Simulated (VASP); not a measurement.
# BaTiO3 (P4mm) in VASP: notebook, part 2 of 2

VASP 6.6.1.

**3. Relaxation of shape and atoms at fixed volume, PBE (a relaxed cell with its volume scaled by 1.02)**

The input, INCAR:

```
SYSTEM = BaTiO3
PREC = Accurate ; ENCUT = 300
EDIFF = 1E-7 ; ISMEAR = 0
SIGMA = 0.03 ; LREAL = .False.
LASPH = .True. ; NELM = 80
ALGO = Normal ; ISIF = 4
LWAVE = .False. ; LCHARG = .False.
GGA = PE ; IBRION = 2
NSW = 40 ; EDIFFG = -0.01
KPAR = 2
```

The input, KPOINTS:

```
regular mesh
0
Gamma
  4 4 4
  0 0 0
```

The input, POSCAR:

```
BaTiO3                                  
1.0
    4.0244026430      0.0000000000      0.0000000000
    0.0000000000      4.0244026430     -0.0000000000
    0.0000000000     -0.0000000000      4.1815565174
  Ba              Ti              O             
     1     1     3
Direct
     0.0000000000000000    0.0000000000000000    0.9945700298220147
     0.5000000000000000    0.5000000000000000    0.4767435513628115
     0.5000000000000000    0.5000000000000000    0.0347048149443065
     0.5000000000000000    0.0000000000000000    0.5184908019354367
     0.0000000000000000    0.5000000000000000    0.5184908019354367
```

Potentials or basis: VASP PAW PBE potentials, release 64 (Ba_sv, Ti_sv, O_s).

On the command line:

```sh
$ cat potpaw_PBE.64/Ba_sv/POTCAR potpaw_PBE.64/Ti_sv/POTCAR potpaw_PBE.64/O_s/POTCAR > POTCAR
$ mpirun -np 2 vasp_std > vasp.out
```

OUTCAR:

```text
SYSTEM = BaTiO3
   PREC = Accurate
   ENCUT = 300
   EDIFF = 1E-7
   ISMEAR = 0
   LREAL = .False.
   LASPH = .True.
   NELM = 80
   ISIF = 4
   GGA = PE
   IBRION = 2
   NSW = 40
   EDIFFG = -0.01

 ion  position               nearest neighbor table
   1  0.000  0.000  0.995-   4 2.83   5 2.83   5 2.83   4 2.83   3 2.85   3 2.85   3 2.85   3 2.85
                             4 2.97   5 2.97   5 2.97   4 2.97   2 3.49   2 3.49   2 3.49   2 3.49
   2  0.500  0.500  0.477-   3 1.85   4 2.02   5 2.02   4 2.02   5 2.02   3 2.33   1 3.49   1 3.49
                             1 3.49   1 3.49   1 3.58   1 3.58   1 3.58   1 3.58
   3  0.500  0.500  0.035-   2 1.85   2 2.33   1 2.85   1 2.85   1 2.85   1 2.85
   4  0.500  0.000  0.518-   2 2.02   2 2.02   1 2.83   1 2.83   1 2.97   1 2.97
   5  0.000  0.500  0.518-   2 2.02   2 2.02   1 2.83   1 2.83   1 2.97   1 2.97

  LATTYP: Found a simple tetragonal cell.
 ALAT       =     4.0244026430
 C/A-ratio  =     1.0390502364

  Lattice vectors:
[... 299 lines left out ...]

 number of electron      39.9999997 magnetization

------------------------ aborting loop because EDIFF is reached ----------------------------------------
[... 73 lines left out ...]
--------------------------------------- Ionic step       10  -------------------------------------------

 number of electron      39.9999996 magnetization

 Free energy of the ion-electron system (eV)
  ---------------------------------------------------
  ext. energy  EPLUGINS =         0.00000000
  ---------------------------------------------------
  free energy    TOTEN  =       -40.01733810 eV

  energy without entropy =      -40.01733810  energy(sigma->0) =      -40.01733810

 E-fermi :   4.1976     XC(G=0): -10.9532

 val. band max:        3.8891807644   @ k =   0.5000   0.5000   0.5000
 cond. band min:       5.6367679486   @ k =   0.0000   0.0000   0.0000
 fundamental gap:      1.7475871842
 Fermi energy:         4.1976362524

 k-point     1 :       0.0000    0.0000    0.0000
  band No.  band energies     occupation
      1     -52.8024      2.00000
      2     -29.1537      2.00000
      3     -29.0244      2.00000
      4     -29.0244      2.00000
      5     -21.3384      2.00000
      6     -13.0712      2.00000
[... 507 lines left out ...]
  FREE ENERGIE OF THE ION-ELECTRON SYSTEM (eV)
  ---------------------------------------------------
  free  energy   TOTEN  =       -40.0173381038 eV

  energy  without entropy=      -40.0173381038  energy(sigma->0) =      -40.01733810

 reached required accuracy - stopping structural energy minimisation
```

OSZICAR:

```text
N       E                     dE             d eps       ncg     rms          rms(c)
DAV:   1     0.321961371981E+03    0.32196E+03   -0.15688E+04   872   0.123E+03
DAV:   2    -0.289784545426E+02   -0.35094E+03   -0.34701E+03  1056   0.407E+02
DAV:   3    -0.502639974587E+02   -0.21286E+02   -0.21271E+02  1512   0.103E+02
[... 90 lines left out ...]
DAV:   2    -0.400173400648E+02   -0.29785E-04   -0.39762E-04   880   0.151E-01    0.204E-02
DAV:   3    -0.400173390931E+02    0.97173E-06   -0.13242E-05  1256   0.234E-02    0.135E-02
DAV:   4    -0.400173382241E+02    0.86900E-06   -0.23037E-06  1056   0.144E-02    0.500E-03
DAV:   5    -0.400173381003E+02    0.12375E-06   -0.81463E-07  1152   0.847E-03    0.783E-04
DAV:   6    -0.400173381038E+02   -0.35407E-08   -0.64302E-08   512   0.226E-03
  10 F= -.40017338E+02 E0= -.40017338E+02  d E =-.224130E-04
```

CONTCAR:

```text
BaTiO3
   1.00000000000000
     4.0053282083198374    0.0000000000000000    0.0000000000000000
     0.0000000000000000    4.0053282083198374   -0.0000000000000000
     0.0000000000000000    0.0000000000000000    4.2214787128327957
  Ba              Ti              O
     1     1     3
Direct
     0.0000000000000000    0.0000000000000000    0.9906933963282930
     0.5000000000000000    0.5000000000000000    0.4726792873558985
     0.5000000000000000    0.5000000000000000    0.0404308663182770
     0.5000000000000000    0.0000000000000000    0.5195982249987654
     0.0000000000000000    0.5000000000000000    0.5195982249987654

  0.00000000E+00  0.00000000E+00  0.00000000E+00
  0.00000000E+00  0.00000000E+00  0.00000000E+00
  0.00000000E+00  0.00000000E+00  0.00000000E+00
  0.00000000E+00  0.00000000E+00  0.00000000E+00
  0.00000000E+00  0.00000000E+00  0.00000000E+00
```

Run time: 31 s. Hardware: 2 MPI ranks of Intel Xeon Platinum 8488C (Sapphire Rapids), shared host; peak memory 0.13 GiB.

These settings aren't checked as converged: the numbers below hold their error.

Results:

```
Free energy               : -40.0173 eV
Energy gained by relaxing : 1.0 meV/atom
Ionic steps               : 10
Band gap on the k mesh    : 1.75 eV, indirect (least direct gap 2.32 eV)
```

Caveat: spin-orbit coupling is left out, which moves the levels of the heavy elements.

**4. Relaxation of shape and atoms at fixed volume, PBE (a relaxed cell with its volume scaled by 1.04)**

INCAR is that of step 3.

KPOINTS is that of step 3.

Edit POSCAR of step 3 so:

```diff
@@ -2,5 +2,5 @@
 1.0
-    4.0244026430      0.0000000000      0.0000000000
-    0.0000000000      4.0244026430     -0.0000000000
-    0.0000000000     -0.0000000000      4.1815565174
+    4.0505358600      0.0000000000      0.0000000000
+    0.0000000000      4.0505358600     -0.0000000000
+    0.0000000000     -0.0000000000      4.2087102426
   Ba              Ti              O
```

On the command line:

```sh
$ cat potpaw_PBE.64/Ba_sv/POTCAR potpaw_PBE.64/Ti_sv/POTCAR potpaw_PBE.64/O_s/POTCAR > POTCAR
$ mpirun -np 2 vasp_std > vasp.out
```

Run time: 52 s. Hardware: 2 MPI ranks of Intel Xeon Platinum 8488C (Sapphire Rapids), shared host; peak memory 0.13 GiB.

These settings aren't checked as converged: the numbers below hold their error.

What came out:

- Free energy: -40.0075 eV
- Energy gained by relaxing: 3.9 meV/atom
- Ionic steps: 13
- Largest force after relaxing: 0.006 eV/Å
- Band gap on the k mesh: 1.74 eV, indirect (least direct gap 2.34 eV)

Caveat: spin-orbit coupling is left out, which moves the levels of the heavy elements.
